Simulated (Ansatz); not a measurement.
## Molecular dynamics of CaF2 (fluorite structure)

Level of theory: DFT, PBE, scalar-relativistic, no spin polarisation; plane waves to 420 eV with PAW datasets (Ansatz 0.2.0), 4×4×4 k-mesh, Gaussian smearing of 0.05 eV. The datasets are Ansatz's generated set soft_2.

The start was a prototype's sites filled with these elements; the Crystallography Open Database holds the compound in this structure.

A 2×2×1 supercell of the relaxed crystal (12 atoms) starts from its ideal positions with Maxwell–Boltzmann velocities for 900 K; NVT with a Langevin thermostat, time step 3.0 fs.

```yaml
crystal:
  lattice:
    - [0.0, 5.5109867364, 5.5109867364]
    - [5.5109867364, 0.0, 5.5109867364]
    - [2.7554933682, 2.7554933682, 0.0]
  atoms:
    - { symbol: Ca, position: [0.0, 0.0, 0.0] }
    - { symbol: F, position: [0.125, 0.125, 0.25] }
    - { symbol: F, position: [0.375, 0.375, 0.75] }
    - { symbol: Ca, position: [0.0, 0.5, 0.0] }
    - { symbol: F, position: [0.125, 0.625, 0.25] }
    - { symbol: F, position: [0.375, 0.875, 0.75] }
    - { symbol: Ca, position: [0.5, 0.0, 0.0] }
    - { symbol: F, position: [0.625, 0.125, 0.25] }
    - { symbol: F, position: [0.875, 0.375, 0.75] }
    - { symbol: Ca, position: [0.5, 0.5, 0.0] }
    - { symbol: F, position: [0.625, 0.625, 0.25] }
    - { symbol: F, position: [0.875, 0.875, 0.75] }
basis:
  ecutwfc: 420
  ecutrho_ratio: 4
kpoints:
  mp_grid: { grid: [4, 4, 4] }
hamiltonian:
  xc: pbe
scf:
  occupations: { method: gaussian, width: 0.05 }
output:
  forces: true
  stress: true
  eigenvalues: true
md:
  timestep: 3.0
  n_steps: 20
  ensemble: nvt_langevin
  temperature: 900
  initial_velocities: maxwell_boltzmann
  seed: 614430
```

Launched as:
```sh
ansatz run input.yaml --threads 8 --pin off --max-ram 12288MiB --backend cpu --events-out ev --progress --plain --runs-dir out
```

Question: How do temperature, potential energy and pressure develop over the first steps?

Answer: Kinetic energy flows into the lattice: the temperature goes from 825 K to a minimum of 276 K at 24 fs and stands at 602 K after 60 fs, with the potential energy 62 meV/atom over the start. Starting from the bottom of their wells, the modes swing together and trade kinetic for potential energy, and the thermostat adds or takes energy besides: kinetic plus potential energy has changed by 33 meV/atom at the last step. On so few atoms its random kicks make the temperature jump from step to step. The run is far too short for thermal averages. The temperature counts 3N degrees of freedom, and the pressure holds the kinetic part.

```tsv
t (fs)	T (K)	E_pot − E_pot(0) (meV/atom)	P (GPa)	rms shift (Å)
0.0	825	0.0	0.82	0.000
3.0	736	2.0	0.78	0.028
6.0	729	7.6	0.93	0.055
9.0	684	16.3	1.14	0.081
12.0	671	27.6	1.46	0.106
15.0	611	40.7	1.77	0.129
18.0	471	53.5	2.00	0.149
21.0	382	64.7	2.26	0.166
24.0	276	73.5	2.43	0.180
27.0	291	79.5	2.61	0.191
30.0	309	82.3	2.68	0.199
33.0	361	82.1	2.71	0.204
36.0	449	80.0	2.74	0.207
39.0	509	75.4	2.67	0.209
42.0	578	69.1	2.53	0.207
45.0	606	63.4	2.37	0.205
48.0	717	58.6	2.32	0.202
51.0	799	55.1	2.25	0.200
54.0	883	54.4	2.28	0.200
57.0	724	57.2	2.20	0.203
60.0	602	62.0	2.22	0.208
```

Question: At t = 54.0 fs the atoms stand as follows. Give the forces (eV/Å).
```xyz
12
Lattice="0.000 5.511 5.511 5.511 0.000 5.511 2.755 2.755 0.000" Properties=species:S:1:pos:R:3 pbc="T T T"
Ca    0.132    0.184    0.111
F     1.470    1.508    1.330
F     4.131    4.077    4.222
Ca    2.874    0.168    2.771
F     4.326    1.527    4.207
F     6.891    4.156    6.864
Ca   -0.219    2.776    2.795
F     1.209    4.086    4.090
F     4.241    7.051    6.939
Ca    2.604    2.613    5.436
F     4.227    4.209    6.920
F     7.059    7.120    9.679
```

Answer: 
```
atom     Fx     Fy     Fz
 Ca1  -0.32  -0.20  -0.52
  F2   0.07   0.00   0.66
  F3  -0.43   0.06  -0.65
 Ca4   0.07  -0.26   0.13
  F5  -0.44  -0.17  -0.34
  F6  -0.07   0.19   0.21
 Ca7   0.61   0.00  -0.12
  F8   0.95   0.17   0.25
  F9   0.01  -0.22  -0.11
Ca10   0.93   0.89   0.37
 F11  -0.59  -0.06   0.25
 F12  -0.78  -0.42  -0.14
```

